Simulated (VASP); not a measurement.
Write the native input for VASP 6.6.1 that does the following.

- Task: electric field gradients
- Functional: r2SCAN
- Potentials or basis: VASP PAW PBE potentials, release 64 (La, H, O)
- Cutoff: 520 eV
- k mesh: 4 × 4 × 6
- Occupations: fermi-dirac, width 0.02 eV
- Spin: no spin polarisation
- Dipole correction: no
- Further INCAR settings: ALGO = Normal; EDIFF = 1e-08; NBANDS = 45

The system is LaH3O3.

```
CELL_PARAMETERS angstrom
6.51449 0.00000 0.00000
-3.25725 5.64172 0.00000
0.00000 0.00000 3.83458
ATOMIC_POSITIONS crystal
La 0.33333 0.66667 0.31664
La 0.66667 0.33333 0.81664
H 0.86783 0.72487 0.34948
H 0.85705 0.13217 0.34948
H 0.27513 0.14295 0.34948
H 0.13217 0.27513 0.84948
H 0.14295 0.86783 0.84948
H 0.72487 0.85705 0.84948
O 0.91947 0.61154 0.30617
O 0.69206 0.08053 0.30617
O 0.38846 0.30794 0.30617
O 0.08053 0.38846 0.80617
O 0.30794 0.91947 0.80617
O 0.61154 0.69206 0.80617
```

The cell is a database's computed one.

One way to write it, as run:

POSCAR

```
LaH3O3
1.0
    6.5144924707      0.0000000000      0.0000000000
   -3.2572462353      5.6417159724      0.0000000000
    0.0000000000      0.0000000000      3.8345782700
La H O
2 6 6
Direct
    0.3333333333      0.6666666667      0.3166387200
    0.6666666667      0.3333333333      0.8166387200
    0.8678281600      0.7248733100      0.3494781900
    0.8570451500      0.1321718400      0.3494781900
    0.2751266900      0.1429548500      0.3494781900
    0.1321718400      0.2751266900      0.8494781900
    0.1429548500      0.8678281600      0.8494781900
    0.7248733100      0.8570451500      0.8494781900
    0.9194733000      0.6115369900      0.3061727000
    0.6920636900      0.0805267000      0.3061727000
    0.3884630100      0.3079363100      0.3061727000
    0.0805267000      0.3884630100      0.8061727000
    0.3079363100      0.9194733000      0.8061727000
    0.6115369900      0.6920636900      0.8061727000
```

INCAR.step1

```
PREC     = Accurate       # precision mode
ENCUT    = 520            # plane-wave cutoff, eV
ISMEAR   = -1             # smearing method
SIGMA    = 0.02           # smearing width, eV
LREAL    = False          # projectors in reciprocal space
LASPH    = True           # aspherical terms in the spheres
NELM     = 100            # most SCF steps
NBANDS   = 45             # bands
GGA      = PE             # functional
ALGO     = Normal         # electronic algorithm
EDIFF    = 1E-4           # SCF threshold, eV
LWAVE    = True           # write WAVECAR
LCHARG   = False          # write CHGCAR
```

INCAR.step2

```
PREC     = Accurate       # precision mode
ENCUT    = 520            # plane-wave cutoff, eV
EDIFF    = 1E-8           # SCF threshold, eV
ISMEAR   = -1             # smearing method
SIGMA    = 0.02           # smearing width, eV
LREAL    = False          # projectors in reciprocal space
LASPH    = True           # aspherical terms in the spheres
NELM     = 100            # most SCF steps
ALGO     = Normal         # electronic algorithm
ISIF     = 2              # what is computed and relaxed
LWAVE    = False          # write WAVECAR
LCHARG   = False          # write CHGCAR
METAGGA  = R2SCAN         # meta-GGA
LMIXTAU  = True         
LEFG     = True         
NBANDS   = 45             # bands
ISTART   = 1
```

KPOINTS

```
regular mesh
0
Gamma
  4 4 6
```

Potentials or basis: VASP PAW PBE potentials, release 64 (La, H, O).

Command:

```console
$ cat potpaw_PBE.64/La/POTCAR potpaw_PBE.64/H/POTCAR potpaw_PBE.64/O/POTCAR > POTCAR
$ cp INCAR.step1 INCAR
$ mpirun -np 1 vasp_std > vasp.out
$ cp INCAR.step2 INCAR
$ mpirun -np 1 vasp_std > vasp.out
```

Results of the run:

```json
{
  "Pressure": "0.1 GPa",
  "Largest force": "0.024 eV/Å",
  "Band gap on the k mesh": "4.37 eV, direct"
}
```

Caveat: the PAW data sets were made with another functional, which shifts forces and pressure a little; spin-orbit coupling is left out, which moves the levels of the heavy elements.

Run time: 7.3 min on 1 thread of Intel(R) Xeon(R) Platinum 8559C (Emerald Rapids), on a shared host, peak memory 0.32 GiB.
